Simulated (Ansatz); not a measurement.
# AlRu: how well frozen cores do

Does the method matter for AlRu? The same cell, functional and mesh are run with full-potential LAPW, frozen-core PAW and datasets made for this crystal.

Program: Ansatz 0.2.0. Level of theory: DFT PBE, scalar-relativistic. These are calculated values, not measurements.

## 1. Starting point

Symmetry: Pm-3m, No. 221, cubic system. The conventional cell has a = 2.992 Å, b = 2.992 Å, c = 2.992 Å, α = 90.00°, β = 90.00°, γ = 90.00°. Al (site symmetry m-3m) is surrounded by 8 Ru at 2.59 Å. Ru (site symmetry m-3m) has 8 Al at 2.59 Å as nearest neighbours.

Coordinates:

```cif
data_structure
_symmetry_space_group_name_H-M 'Pm-3m'
_symmetry_Int_Tables_number 221
_cell_length_a 2.9916
_cell_length_b 2.9916
_cell_length_c 2.9916
_cell_angle_alpha 90.000
_cell_angle_beta 90.000
_cell_angle_gamma 90.000
_cell_volume 26.77
loop_
_atom_site_label
_atom_site_type_symbol
_atom_site_symmetry_multiplicity
_atom_site_Wyckoff_symbol
_atom_site_fract_x
_atom_site_fract_y
_atom_site_fract_z
_atom_site_occupancy
Al1 Al 1 a 0.00000 0.00000 0.00000 1
Ru1 Ru 1 b 0.50000 0.50000 0.50000 1
```

The file gives the conventional cell by its symmetry; the runs use the cell typed in the input.

The cell is a deposited one (Crystallography Open Database entry 1527371); the temperature and pressure of the measurement aren't taken into account, and nothing was relaxed.

Atoms are numbered in the order of the input: Al1, Ru2.

## 2. Full-potential LAPW

Input file input.yaml:

```yaml
crystal:
  lattice:
    - [2.9916, 0.0, 0.0]
    - [0.0, 2.9916, 0.0]
    - [0.0, 0.0, 2.9916]
  atoms:
    - { symbol: Al, position: [0.0, 0.0, 0.0] }
    - { symbol: Ru, position: [0.5, 0.5, 0.5] }
kpoints:
  mp_grid: { grid: [12, 12, 12] }
  band_path:
    path:
      - [0.0, 0.0, 0.0]
      - [0.0, 0.5, 0.0]
      - [0.5, 0.5, 0.0]
      - [0.0, 0.0, 0.0]
      - [0.5, 0.5, 0.5]
      - [0.0, 0.5, 0.0]
      - [0.5, 0.5, 0.5]
      - [0.5, 0.5, 0.0]
    npoints: 8
scf:
  occupations: { method: fermi_dirac, width: 0.05 }
hamiltonian:
  xc: pbe
  pseudopotentials: { kind: all_electron, lapw: { basis_error: 0.001 } }
output:
  forces: true
  stress: true
  eigenvalues: true
  populations: true
  dos: { projected: true, de: 0.2, e_range: [-14, 8] }
```

Output, shortened:

```text
Al: projections on atomic orbitals take those of the free atom 1s2 2s2 2p6 3s2 3p1, of charge +0.00 (hamiltonian.pseudopotentials.projection_atoms)
Ru: projections on atomic orbitals take those of the free atom 1s2 2s2 2p6 3s2 3p6 3d10 4s2 4p6 4d7 5s1, of charge +0.00 (hamiltonian.pseudopotentials.projection_atoms)
LAPW: plane waves up to 7.950 Å⁻¹, error target 1.0e-3 eV per atom; small_component_spin mean_spin; Al in spheres of 1.169 Å, 11 of its electrons in bands, Dirac shells []; Ru in spheres of 1.422 Å, 26 of its electrons in bands, Dirac shells []
[...]
Pseudopotentials: kind: all_electron
Pseudopotential: Al, LAPW, valence charge 11, Koelling and Harmon's equation, gaussian nucleus
Pseudopotential: Ru, LAPW, valence charge 26, Koelling and Harmon's equation, gaussian nucleus
Functional definition: PBE
[...]
Crystal: 2 atoms, lattice volume = 26.774 Å³
Basis set: ecut = 240.79927750293112 eV, 251 PW (Γ), exchange–correlation at level 2
Bands: 23, of which v1, the nominal top of the filled ones, is band 19 counted from 1 (18 counted from 0)
Symmetry: 48 space group operations
Space group: Pm-3m (ITA 221), of the structure as read, at distance tolerance 3.0e-5 Å
k-points: 84 of 1728
[...]
SCF iter   1: F=—  HF=-129904.607303 eV  |F-HF|=—  |Δ(HF+E_count)|=         —  Δρ=3.49e-2  dr2=2.58e-1  ethr=6.94e-4  ⟨swp⟩=2.6  Hψ=12823  notcnv=0
[...]
the basis was enlarged: its passes take 750.3 KiB over the memory plan, 1 of 1 planned eigensolver slots
[...]
SCF iter   6: F=-129903.994206 eV  HF=-129903.994205 eV  |F-HF|=7.02e-8  |Δ(HF+E_count)|=   1.78e-6  Δρ=1.95e-5  dr2=4.19e-8  ethr=1.14e-8  ⟨swp⟩=2.1  Hψ=5444  notcnv=0
[...]
NSCF: frozen V_eff on 57 k-points
SCF converged after 6 iterations
Free energy (F): -129903.994206 eV
[...]
E sigma→0 (E₀):  -129903.988254 eV
Entropy (-TS):   -0.011903 eV (-5.952 meV/atom)
Fermi energy:    18.393160 eV
[...]
--- Forces (eV/Å), atoms counted from 1 ---
  atom   1  Al    -0.00000000    -0.00000000     0.00000000
  atom   2  Ru     0.00000000    -0.00000000    -0.00000000
[...]
--- Stress (GPa, compression-positive) ---
        2.428292       0.000000      -0.000000
        0.000000       2.428292       0.000000
       -0.000000       0.000000       2.428292
  P = ⅓ Tr σ = 2.4283 GPa (24.283 kbar)
--- Band table (eV; the first three rows and the last of 84) ---
  k-point 0: bands = ["-250.1494", "-250.1494", "-250.1148", "-250.1148", "-250.1148", "-83.7096", "-53.3961", "-45.1684", "-45.1684", "-45.1684", "-23.3452", "-23.3452", "-23.3452", "8.7366", "14.8383", "14.8383", "18.5803", "18.5803", "18.5803", "24.4775", "24.4775", "24.4775", "29.3793"]
[...]
--- Löwdin populations: 2 sites ---
  site symbol       q [e]
     0     Al     12.9325
     1     Ru     43.9740
  spilling = 0.001641 (of n_electrons = 57.000000)
```

Run time: 16 s. Hardware: 1 thread, shared host.

Result: pressure 2.43 GPa; no gap.

Levels at the path's labelled points, in eV from the Fermi level:

| point | band 15 | band 16 | band 17 | band 18 | band 19 | band 20 | band 21 |
| --- | --- | --- | --- | --- | --- | --- | --- |
| Γ | -3.55 | -3.55 | 0.19 | 0.19 | 0.19 | 6.08 | 6.08 |
| X | -5.48 | -2.75 | -1.59 | -1.59 | 0.44 | 2.30 | 7.45 |
| M | -3.05 | -1.36 | -1.36 | -1.16 | -1.16 | 1.55 | 5.33 |
| Γ | -3.55 | -3.55 | 0.19 | 0.19 | 0.19 | 6.08 | 6.08 |
| R | -4.62 | -4.62 | 1.64 | 1.64 | 2.58 | 4.15 | 4.15 |
| X | -5.48 | -2.75 | -1.59 | -1.59 | 0.44 | 2.30 | 7.45 |
| R | -4.62 | -4.62 | 1.64 | 1.64 | 2.58 | 4.15 | 4.15 |
| M | -3.05 | -1.36 | -1.36 | -1.16 | -1.16 | 1.55 | 5.33 |

States per cell, counted by energy window (eV from the Fermi level, on a grid of 0.20 eV):

| from | to | total | Ru 4d | Al 3p | Al 3s |
| --- | --- | --- | --- | --- | --- |
| -10 | -9 | 0.04 | 0.00 | 0.00 | 0.01 |
| -9 | -8 | 0.17 | 0.00 | 0.04 | 0.06 |
| -8 | -7 | 0.28 | 0.01 | 0.08 | 0.10 |
| -7 | -6 | 0.50 | 0.09 | 0.14 | 0.18 |
| -6 | -5 | 0.99 | 0.45 | 0.17 | 0.32 |
| -5 | -4 | 0.52 | 0.25 | 0.17 | 0.06 |
| -4 | -3 | 2.03 | 1.34 | 0.51 | 0.06 |
| -3 | -2 | 1.40 | 1.10 | 0.28 | 0.00 |
| -2 | -1 | 2.10 | 1.75 | 0.27 | 0.02 |
| -1 | 0 | 2.85 | 2.48 | 0.25 | 0.02 |
| 0 | 1 | 0.86 | 0.68 | 0.13 | 0.01 |
| 1 | 2 | 0.26 | 0.16 | 0.06 | 0.00 |
| 2 | 3 | 1.09 | 0.66 | 0.30 | 0.05 |
| 3 | 4 | 0.65 | 0.24 | 0.27 | 0.07 |
| 4 | 5 | 0.38 | 0.07 | 0.17 | 0.10 |

## 3. Frozen-core PAW

Changes to input.yaml since step 2:

```diff
@@ -25,3 +25,3 @@
   xc: pbe
-  pseudopotentials: { kind: all_electron, lapw: { basis_error: 0.001 } }
+  pseudopotentials: { kind: paw }
 output:
@@ -30,3 +30,5 @@
   eigenvalues: true
+  efg: { contact_densities: true }
   populations: true
+  bader: true
   dos: { projected: true, de: 0.2, e_range: [-14, 8] }
```

Output, shortened:

```text
Ru: output.efg is read without spin–orbit coupling, which moves field gradients at and beside such atoms by some per cent and up to a factor of two; PAW files take it under magnetization.noncollinear and magnetization.spin_orbit
[...]
Pseudopotentials: kind: paw
Pseudopotential: Al, paw, valence charge 3, recommended cutoff 420 eV (normal)
Pseudopotential: Ru, paw, valence charge 16, recommended cutoff 420 eV (normal)
Functional definition: PBE
[...]
Crystal: 2 atoms, lattice volume = 26.774 Å³
Basis set: ecut = 420 eV, 485 PW (Γ), exchange–correlation on 40×40×40 points (8 copies of the dense FFT grid, shifted against one another)
Bands: 14, of which v1, the nominal top of the filled ones, is band 10 counted from 1 (9 counted from 0)
Symmetry: 48 space group operations
Space group: Pm-3m (ITA 221), of the structure as read, at distance tolerance 3.0e-5 Å
k-points: 84 of 1728
[...]
  P = ⅓ Tr σ = 2.4821 GPa (24.821 kbar)
--- PAW observables at the nuclei: V_zz in 10²¹ V/m², potentials from the cell's mean, atoms counted from 1 ---
  atom   1  Al V_zz =    +0.000000   η = 0.0000   by run symmetry: forbidden
            electrostatic potential = -1239.550613 V   contact ρ = 10083.316063 e/Å³
  atom   2  Ru V_zz =    -0.000000   η = 0.0000   by run symmetry: forbidden
            electrostatic potential = -6799.286510 V   contact ρ = 719473.454607 e/Å³
--- Band table (eV; the first three rows and the last of 84) ---
  k-point 0: bands = ["-55.6845", "-25.6353", "-25.6353", "-25.6353", "6.4553", "12.5493", "12.5493", "16.2908", "16.2908", "16.2908", "22.1973", "22.1973", "22.1973", "27.0457"]
[...]
--- Löwdin populations: 2 sites ---
  site symbol       q [e]
     0     Al      2.8758
     1     Ru     16.0275
  spilling = 0.005091 (of n_electrons = 19.000000)
--- Bader charges: 2 sites ---
  site symbol  charge [e]  shift [e]
     0     Al      1.9330     0.0000
     1     Ru     -1.9330     0.0000
  estimated error of the sums over rays = 4.5e-4 e
```

Run time: 13 s. Hardware: 1 thread, shared host.

In short: pressure 2.48 GPa; no gap.

| atom | Bader charge (e) | basin volume (Å³) |
| --- | --- | --- |
| Al1 | +1.93 | 5.43 |
| Ru2 | -1.93 | 21.35 |

## 4. Datasets made for this crystal

Changes to input.yaml since step 3:

```diff
@@ -25,3 +25,3 @@
   xc: pbe
-  pseudopotentials: { kind: paw }
+  pseudopotentials: { kind: all_electron, datasets: crystal }
 output:
@@ -31,4 +31 @@
   efg: { contact_densities: true }
-  populations: true
-  bader: true
-  dos: { projected: true, de: 0.2, e_range: [-14, 8] }
```

Output, shortened:

```text
[...]
band count auto-derived: 11 (N_el = 11.0; filled up to band 6; 10 by the electrons, moments and atoms)
Ru: output.efg is read without spin–orbit coupling, which moves field gradients at and beside such atoms by some per cent and up to a factor of two; PAW files take it under magnetization.noncollinear and magnetization.spin_orbit
[...]
Pseudopotentials: kind: all_electron
Pseudopotential: Al, paw, valence charge 11, recommended cutoff 280 eV (normal), Koelling and Harmon's equation, gaussian nucleus
Pseudopotential: Ru, paw, valence charge 16, recommended cutoff 280 eV (normal), Koelling and Harmon's equation, gaussian nucleus
Functional definition: PBE
[...]
Crystal: 2 atoms, lattice volume = 26.774 Å³
Basis set: ecut = 280 eV, 257 PW (Γ), exchange–correlation on 36×36×36 points (8 copies of the dense FFT grid, shifted against one another)
[...]
--- Forces (eV/Å), atoms counted from 1 ---
  atom   1  Al    -0.00000000     0.00000000     0.00000000
  atom   2  Ru     0.00000000     0.00000000     0.00000000
[...]
--- Stress (GPa, compression-positive) ---
        2.428290       0.000000       0.000000
        0.000000       2.428290       0.000000
        0.000000       0.000000       2.428290
  P = ⅓ Tr σ = 2.4283 GPa (24.283 kbar)
  It holds what live shells' own plane waves past their cutoff add
--- PAW observables at the nuclei: V_zz in 10²¹ V/m², potentials from the cell's mean, atoms counted from 1 ---
  atom   1  Al V_zz =    -0.000000   η = 0.0000   by run symmetry: forbidden
            electrostatic potential = -1239.312898 V   contact ρ = 10089.443582 e/Å³
  atom   2  Ru V_zz =    -0.000000   η = 0.0000   by run symmetry: forbidden
            electrostatic potential = -6799.414840 V   contact ρ = 719508.747885 e/Å³
--- Band table (eV; the first three rows and the last of 84) ---
  k-point 0: bands = ["8.7366", "14.8383", "14.8383", "18.5802", "18.5802", "18.5802", "24.4775", "24.4775", "24.4775"]
[...]
```

Wall time 12 s (1 thread, shared host).

This run gives: pressure 2.43 GPa; no gap.

| atom | contact density (e/Å³) |
| --- | --- |
| Al1 | 10089.44 |
| Ru2 | 719508.7 |

## 5. Side by side

| method | pressure (GPa) | SCF cycles, all passes |
| --- | --- | --- |
| LAPW | 2.43 | 6 |
| PAW | 2.48 | 6 |
| crystal datasets | 2.43 | 9 |

## 6. Summary of results

| quantity | value |
| --- | --- |
| pressure | LAPW 2.43, PAW 2.48, crystal datasets 2.43 GPa |
| gap (LAPW) | none |
| Bader charges (PAW) | Al1 +1.93, Ru2 -1.93 e |

In words: At this geometry the cell is under compression of 2.4 GPa, so it would expand if let go. The count of 37 electrons in bands leaves a band partly filled, so there is no gap. Within 0.3 eV of the Fermi level the largest projected share is Ru 4d (87 %). The projection holds only the free atom's occupied shells (Al 3s, Al 3p, Ru 5s, Ru 4d in this range). In pressure, PAW differs from LAPW by +0.05 GPa.
